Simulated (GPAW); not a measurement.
# Al (Fm-3m) in GPAW: a series of runs, part 3 of 3

GPAW 26.7.0. Earlier steps stand in the parts before.

### 5 Equation of state, LDA

Input file run.py:

```python
from ase.eos import EquationOfState
from ase.io import Trajectory, read
from ase.units import GPa
from gpaw import GPAW, PW

atoms = read('Al.xyz')

traj = Trajectory('eos.traj', 'w')
volumes, energies = [], []
for x in [0.94, 0.96, 0.98, 1.0, 1.02, 1.04, 1.06]:
    a = atoms.copy()
    a.set_cell(atoms.cell * x**(1 / 3), scale_atoms=True)
    calc = GPAW(mode=PW(600),
                xc='LDA',
                kpts={'size': (11, 11, 11), 'gamma': True},
                occupations={'name': 'fermi-dirac', 'width': 0.05},
                nbands=7,
                convergence={'density': 1e-05, 'energy': 1e-05},
                maxiter=150,
                txt=f'eos-{x:.2f}.txt')
    a.calc = calc
    energies.append(a.get_potential_energy(force_consistent=True))
    volumes.append(a.get_volume())
    p = -a.get_stress()[:3].mean() / GPa
    calc.write(f'eos-{x:.2f}.gpw')
    traj.write(a)
    print(f'{x:.2f} {volumes[-1]:10.4f} A^3 {energies[-1]:14.6f} eV {p:9.3f} GPa', flush=True)

v0, e0, B = EquationOfState(volumes, energies, eos='birchmurnaghan').fit()
print(f'V0 = {v0:.4f} A^3, E0 = {e0:.6f} eV, B0 = {B / GPa:.2f} GPa')
```

Input file Al.xyz:

```xyz
1
Lattice="0.0000000000 2.0248050000 2.0248050000 2.0248050000 0.0000000000 2.0248050000 2.0248050000 2.0248050000 0.0000000000" Properties=species:S:1:pos:R:3 pbc="T T T"
Al     0.0000000000      0.0000000000      0.0000000000
```

Potentials or basis: the program's PAW data sets (release 1.2.1) made for this functional, pw.

Command:

```bash
$ OMP_NUM_THREADS=1 python run.py
```

The log of the run:

```text
__  _  _
 | _ |_)|_||  |
 |__||  | ||/\| - 26.7.0

Input parameters:
  mode=PW(ecut=600.0),
  convergence={'density': 1e-05, 'energy': 1e-05},
  kpts=MonkhorstPack(size=(11, 11, 11), gamma=True),
  maxiter=150,
  nbands=7,
  occupations=Occupations(name='fermi-dirac', width=0.05),
  xc=XC(name='LDA')

Diagonalizing LCAO Hamiltonian
Converting LCAO to pw mode

       Al

Atoms  # Å, Bohr magnetons
|   | symbol |        x |        y |        z |    initial magnetic moments |
|---|--------|----------|----------|----------|-----------------------------|
| 0 |     Al | 0.000000 | 0.000000 | 0.000000 | ( 0.0000,  0.0000,  0.0000) |

Unit cell  # Å
| periodic |        x |        y |        z |  lengths |    angles |
|----------|----------|----------|----------|----------|-----------|
|      yes | 0.000000 | 1.983471 | 1.983471 | 2.805051 | 60.000000 |
|      yes | 1.983471 | 0.000000 | 1.983471 | 2.805051 | 60.000000 |
|      yes | 1.983471 | 1.983471 | 0.000000 | 2.805051 | 60.000000 |

Number of symmetries: 48
Symmetry operations  # r_c * U_cc + t_c -> r_c
|    | kind |            matrix            |
|----|------|------------------------------|
|  0 |  σ   |  1, 0, 0,  1, 0,-1,  1,-1, 0 |
|  1 |  C2  |  1, 0, 0,  1,-1, 0,  1, 0,-1 |
|  2 |  E   |  1, 0, 0,  0, 1, 0,  0, 0, 1 |
|  3 |  σ   |  1, 0, 0,  0, 0, 1,  0, 1, 0 |
|  4 |  C4  |  1, 0,-1,  1, 0, 0,  1,-1, 0 |
|  5 |  S6  |  1, 0,-1,  1,-1, 0,  1, 0, 0 |
|  6 |  σ   |  1, 0,-1,  0, 1,-1,  0, 0,-1 |
|  7 |  C3  |  1, 0,-1,  0, 0,-1,  0, 1,-1 |
|  8 |  S6  |  1,-1, 0,  1, 0, 0,  1, 0,-1 |
|  9 |  C4  |  1,-1, 0,  1, 0,-1,  1, 0, 0 |
| 10 |  C3  |  1,-1, 0,  0,-1, 1,  0,-1, 0 |
| 11 |  σ   |  1,-1, 0,  0,-1, 0,  0,-1, 1 |
| 12 |  σ   |  0, 1, 0,  1, 0, 0,  0, 0, 1 |
| 13 |  C4  |  0, 1, 0,  0, 1,-1, -1, 1, 0 |
| 14 |  C3  |  0, 1, 0,  0, 0, 1,  1, 0, 0 |
| 15 |  S6  |  0, 1, 0, -1, 1, 0,  0, 1,-1 |
| 16 |  C2  |  0, 1,-1,  1, 0,-1,  0, 0,-1 |
| 17 |  σ   |  0, 1,-1,  0, 1, 0, -1, 1, 0 |
| 18 |  S4  |  0, 1,-1,  0, 0,-1,  1, 0,-1 |
| 19 |  C4  |  0, 1,-1, -1, 1, 0,  0, 1, 0 |
| 20 |  C3  |  0, 0, 1,  1, 0, 0,  0, 1, 0 |
| 21 |  σ   |  0, 0, 1,  0, 1, 0,  1, 0, 0 |
| 22 |  S6  |  0, 0, 1,  0,-1, 1, -1, 0, 1 |
| 23 |  C4  |  0, 0, 1, -1, 0, 1,  0,-1, 1 |
| 24 |  S4  |  0, 0,-1,  1, 0,-1,  0, 1,-1 |
| 25 |  C3  |  0, 0,-1,  0, 1,-1,  1, 0,-1 |
| 26 |  C2  |  0, 0,-1,  0,-1, 0, -1, 0, 0 |
| 27 |  S6  |  0, 0,-1, -1, 0, 0,  0,-1, 0 |
| 28 |  S4  |  0,-1, 1,  1,-1, 0,  0,-1, 0 |
| 29 |  C4  |  0,-1, 1,  0, 0, 1, -1, 0, 1 |
| 30 |  C2  |  0,-1, 1,  0,-1, 0,  1,-1, 0 |
| 31 |  σ   |  0,-1, 1, -1, 0, 1,  0, 0, 1 |
| 32 |  C3  |  0,-1, 0,  1,-1, 0,  0,-1, 1 |
| 33 |  S6  |  0,-1, 0,  0, 0,-1, -1, 0, 0 |
| 34 |  S4  |  0,-1, 0,  0,-1, 1,  1,-1, 0 |
| 35 |  C2  |  0,-1, 0, -1, 0, 0,  0, 0,-1 |
| 36 |  C2  | -1, 1, 0,  0, 1, 0,  0, 1,-1 |
| 37 |  S6  | -1, 1, 0,  0, 1,-1,  0, 1, 0 |
| 38 |  S4  | -1, 1, 0, -1, 0, 1, -1, 0, 0 |
| 39 |  C3  | -1, 1, 0, -1, 0, 0, -1, 0, 1 |
| 40 |  S6  | -1, 0, 1,  0, 0, 1,  0,-1, 1 |
| 41 |  C2  | -1, 0, 1,  0,-1, 1,  0, 0, 1 |
| 42 |  C3  | -1, 0, 1, -1, 1, 0, -1, 0, 0 |
| 43 |  S4  | -1, 0, 1, -1, 0, 0, -1, 1, 0 |
| 44 |  C2  | -1, 0, 0,  0, 0,-1,  0,-1, 0 |
| 45 |  i   | -1, 0, 0,  0,-1, 0,  0, 0,-1 |
| 46 |  σ   | -1, 0, 0, -1, 1, 0, -1, 0, 1 |
| 47 |  C2  | -1, 0, 0, -1, 0, 1, -1, 1, 0 |

BZ-sampling:
  Number of BZ points: 1331
  Number of IBZ points: 56

  Monkhorst-Pack size: [11, 11, 11]
  Monkhorst-Pack shift: [0, 0, 0]

K-points  # in reciprocal-cell coordinates
|     |                                coordinates |     weight |
|-----|--------------------------------------------|------------|
|   0 | (  0.00000000,   0.00000000,   0.00000000) | 0.00075131 |
|   1 | (  0.09090909,   0.09090909,   0.00000000) | 0.00450789 |
|   2 | (  0.09090909,   0.09090909,   0.09090909) | 0.00601052 |
|   3 | (  0.18181818,   0.09090909,   0.09090909) | 0.00901578 |
|   4 | (  0.18181818,   0.18181818,   0.00000000) | 0.00450789 |
|   5 | (  0.18181818,   0.18181818,   0.09090909) | 0.01803156 |
|   6 | (  0.18181818,   0.18181818,   0.18181818) | 0.00601052 |
|   7 | (  0.27272727,   0.18181818,   0.09090909) | 0.01803156 |
|   8 | (  0.27272727,   0.18181818,   0.18181818) | 0.01803156 |
|   9 | (  0.27272727,   0.27272727,   0.00000000) | 0.00450789 |
| ... |                                            |            |
|  55 | (  0.45454545,   0.45454545,   0.45454545) | 0.00601052 |

Plane wave coefficients: 534
Cutoff: 600.0 eV

Spin-components: 1 (collinear spins)
Bands:           7
Projectors:      5
Spin-degeneracy: 2
Datatype:        complex128

Parallelization:
  kpt:    1
  domain: 1
  band:   1

Density:
  Valence electrons: 3.0
  Components: 1
  Grid points: [16 16 16]
  Charge: 0.0  # |e|

Potential:
  Grid points: [16 16 16]

species:
  Al:
    name:    Aluminium
    Z:       13.0
    valence: 3
    core:    10
    charge:  0.0  # [|e|]
    compensation charges:
      type: gauss
      rc: 0.34  # [Å]
      lmax: 2
    cutoffs:
      filter: 1.91  # [Å]
      core: 2.36  # [Å]
    projectors
    | kind |    occ | energy [eV] | rcut [Å] |
    |------|--------|-------------|----------|
    |   3s |  2.000 |      -7.830 |    1.085 |
    |   3p |  1.000 |      -2.783 |    1.085 |
    |    s |        |      19.382 |    1.085 |
    |    p |        |      24.428 |    1.085 |
    |    d |        |       0.000 |    1.085 |

    Using partial waves for Al as LCAO basis

Reference energy: -6578.421307  # eV

eigensolver:
  PPCG
  Converge bands: occupied
  niter=2

density mixing:
  MSR1-Mixer
  Pratt-step length: 0.05
  Maximum mixing coefficient: 0.75
  Old densities: 10
  SVD Regularization: 0.005
  Good broyden scale: 1.0
  Trust region scale: 1.0
  Backstep threshold: 4.0
  History deletion threshold: 6.0
  Fourier metric: weight=20.0, sigma=0.015

occupation numbers:
  Fermi-Dirac:
    width: 0.0500  # eV

poisson solver:
  ecut: 4800.0  # eV

xc functional:
  name: None

convergence criteria:
- Maximum integral of absolute [dens]ity change: 1e-05 electrons / valence electron
- Maximum [total energy] change in last 3 cyles: 1e-05 eV / valence electron
- Maximum integral of absolute [eigenst]ate change: 4e-08 eV^2 / valence electron
maximum number of iterations: 150

SCF iterations
|iter     | |      energy | eigst |  dens |
|---------|-|-------------|-------|-------|
|iter:   1| |   -4.188267 | -0.20 |       |
|iter:   2| |   -4.188176 | -3.46 | -1.00 |
|iter:   3| |   -4.185785 | -3.47 | -1.02 |
|iter:   4| |   -4.185808 | -4.24 | -1.57 |
|iter:   5| |   -4.185810c| -6.39 | -3.03 |
|iter:   6| |   -4.185810c| -6.98 | -3.47 |
|iter:   7| |   -4.185810c| -8.88c| -4.72 |
|iter:   8| |   -4.185810c| -9.73c| -5.23c|

Converged in 8 steps
Energy contributions relative to reference atoms: (reference = -6578.421307)

Energy contributions:
  Kinetic:           6.115977
  Coulomb:          -3.697390
  Zero:             -0.006288
  External:          0.000000
  Xc:               -6.596144
  Entropy:          -0.003929
  Spinorbit:         0.000000
  ----------------------------
  Free energy:      -4.187775
  Extrapolated:     -4.185810

dipole moment: (-6.844079, -6.844079, -6.844079)  # |e|*Ang

Fermi level: 7.503
Eigenvalues  # (at kpt = [0.000, 0.000, 0.000])
| band index |      eig [eV] | occ [0-2] |
|------------|---------------|-----------|
|          0 |        -3.997 |     2.000 |
|          1 |        20.397 |     0.000 |
|          2 |        20.397 |     0.000 |
|          3 |        20.397 |     0.000 |
|          4 |        22.152 |     0.000 |
|          5 |        22.152 |     0.000 |
|          6 |        22.152 |     0.000 |

No gap
No difference between direct/indirect transitions

Stress tensor  # eV/Ang^3
|         x |         y |         z |
|-----------|-----------|-----------|
| -0.008955 |  0.000000 |  0.000000 |
|  0.000000 | -0.008955 |  0.000000 |
|  0.000000 |  0.000000 | -0.008955 |

# Writing to eos-0.94.gpw (mode='')
```

Run time: 36 s. Hardware: 1 thread of Arm Neoverse V1, shared host; peak memory 0.15 GiB.

Results:

```yaml
Equilibrium_volume: 15.86 Å³/atom
Bulk_modulus: 86 GPa
Pressure_derivative_of_the_bulk_modulus: 4.7
```

Energy against volume, from the lowest point:
```tsv
volume (Å³/atom)	energy (meV/atom)
15.607	1.04
15.939	0.00
16.271	2.58
16.603	8.37
16.935	17.03
17.267	28.23
17.599	41.68
```

### 6 Overview

| task | level | potentials or basis | older calculator (legacy_gpaw) | band path | band points | V0 of scaled cells (Å³/atom) | B0 (GPa) |
| --- | --- | --- | --- | --- | --- | --- | --- |
| band structure | optB88-vdW | GPAW PAW data sets (gpaw-data 1.2.1), pw | yes | GXWKGLUWLK,UX | 60 | - | - |
| band structure | SCAN | GPAW PAW data sets (gpaw-data 1.2.1), pw | - | GXWKGLUWLK,UX | 80 | - | - |
| equation of state | LDA | PAW data sets generated in the run's folder for this functional, pw | - | - | - | 15.86 | 86 |
| equation of state | LDA | the program's PAW data sets (release 1.2.1) made for this functional, pw | - | - | - | 15.86 | 86 |

Alike in all rows: no spin polarisation; cell as given; k mesh 11 × 11 × 11; cutoff (eV) 600; smearing fermi-dirac 0.05 eV.

Caveats: the PAW data sets were made with another functional, which shifts forces and pressure a little (some runs).

Absolute energies hang on the potentials; compare differences alone.

### 7 Against experiment

Step 4. A measured bulk modulus of Al is 76.9 GPa (quoted in “The interpretation of polycrystalline coherent inelastic neutron scattering from aluminium”, 2013, pmc:3831299); the calculated 86 GPa misses it by +11.5 %. The fit is for a static lattice scaled at fixed shape and fixed fractional positions. The cell as given is a measured one (16.60 Å³/atom); LDA puts the equilibrium volume -4.5 % from it, thermal expansion not counted.

Step 5. Against the measured bulk modulus of Al, 76.9 GPa (quoted in “The interpretation of polycrystalline coherent inelastic neutron scattering from aluminium”, 2013, pmc:3831299), the calculated 86 GPa is off by +11.5 %. The fit is for a static lattice scaled at fixed shape and fixed fractional positions. The cell as given is a measured one (16.60 Å³/atom); LDA puts the equilibrium volume -4.5 % from it, thermal expansion not counted.
